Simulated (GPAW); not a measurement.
Te:

```
Te
1.0
     4.45400    0.00000    0.00000
    -2.22700    3.85728    0.00000
     0.00000    0.00000    5.92400
Te
3
Direct
  0.73100 0.73100 0.00000
  0.00000 0.26900 0.66667
  0.26900 0.00000 0.33333
```

```yaml
Program: GPAW 26.7.0
Task: relaxation of cell and atoms
Functional: LDA
Potentials_or_basis: the program's PAW data sets (release 1.2.1) made for this functional
Cutoff: 600 eV
Basis: pw
k_mesh: 5 × 5 × 3
Occupations: fermi-dirac, width 0.05 eV
Spin: no spin polarisation
```

At the start: pressure -2.3 GPa; volume 33.93 Å³/atom.

Problem. How do energy, volume and symmetry change on relaxing?

Solution. Over 12 steps the energy falls by 23.0 meV/atom and the volume is 31.17 Å³/atom (-8.1 %); space group P3_121 (No. 152, to 0.05 Å).

The path:
| step | energy change (eV) | largest force (eV/Å) | pressure (GPa) | volume (Å³) |
| --- | --- | --- | --- | --- |
| 1 | 0.0000 | 0.0284 | -2.32 | 101.78 |
| 2 | -0.0097 | 0.0615 | -2.01 | 101.06 |
| 3 | -0.0392 | 0.2652 | 0.21 | 96.50 |
| 4 | -0.0421 | 0.2449 | 0.16 | 96.40 |
| 5 | -0.0655 | 0.0245 | 0.23 | 93.82 |
| 6 | -0.0663 | 0.0106 | 0.01 | 93.93 |
| 7 | -0.0665 | 0.0237 | -0.05 | 93.90 |
| 8 | -0.0669 | 0.0358 | -0.11 | 93.85 |
| 9 | -0.0676 | 0.0441 | -0.16 | 93.73 |
| 10 | -0.0684 | 0.0364 | -0.15 | 93.59 |
| 11 | -0.0688 | 0.0150 | -0.07 | 93.50 |
| 12 | -0.0689 | 0.0014 | -0.01 | 93.50 |

Final structure:
```
Te
1.0
     4.27965    0.00000    0.00000
    -2.13982    3.70629    0.00000
     0.00000    0.00000    5.89458
Te
3
Cartesian
  1.5282 2.6469 0.0000
  3.6680 1.0594 3.9297
  1.2233 0.0000 1.9649
```

Caveat: later steps reuse the first step's grids.
